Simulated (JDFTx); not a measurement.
## Hf in JDFTx: convergence with cutoff

Input of the first run (cutoff 326.537 eV); the others differ in this setting and in those tied to it:

File Hf.in:

```
lattice \
    0.0000000000     4.1951919967     4.1951919967 \
    4.1951919967     0.0000000000     4.1951919967 \
    4.1951919967     4.1951919967     0.0000000000
coords-type Lattice
ion Hf     0.0000000000     0.0000000000     0.0000000000 1

ion-species pseudo/Hf.upf
elec-cutoff 12
elec-ex-corr gga-PBEsol
kpoint-folding 10 10 10
elec-smearing Fermi 0.0018374661
elec-n-bands 11
electronic-SCF nIterations 100 energyDiffThreshold 1e-09
electronic-minimize nIterations 30 energyDiffThreshold 1e-7
converge-empty-states yes
forces-output-coords Cartesian

dump-name run.$VAR
dump End Ecomponents EigStats BandEigs Kpoints Forces Stress
```

Potentials or basis: PseudoDojo-SR-PBEsol-0.4.1-standard.

Launch:

```console
$ jdftx -c 1 -i Hf.in -o Hf.out
```

This isn't the form of Hf at room conditions, which is hcp.

Hardware: 1 thread of Arm Neoverse V2, with other jobs on the host.

The values tried are 326.537 eV, 380.959 eV, 462.594 eV, 544.228 eV, 625.862 eV, 707.496 eV, 789.13 eV, 897.976 eV, 1061.24 eV, loosest first. From which on does the energy stay within 1 meV/atom of the tightest run that finished?

From 789.13 eV on.

```csv
cutoff,"energy less the tightest run, at zero smearing (meV/atom)",pressure (GPa),SCF cycles,CPU time (s),peak memory (GiB)
326.537 eV,2568.45,-41.97,9,3.5,0.04
380.959 eV,1429.18,-32.16,9,3.8,0.04
462.594 eV,486.80,-17.46,14,10,0.04
544.228 eV,126.83,-7.49,11,9.8,0.05
625.862 eV,23.71,-2.98,11,15,0.05
707.496 eV,2.79,-1.53,12,17,0.06
789.13 eV,0.58,-1.30,12,17,0.07
897.976 eV,0.33,-1.30,12,18,0.07
1061.24 eV,0.00,-1.28,12,32,0.09
```

Against the tightest run, the pressure stays within 0.1 GPa from 789.13 eV on. The tightest run that finished is the yardstick and may itself not be fully converged.

Spin-orbit coupling is left out, which matters for the levels of Hf.
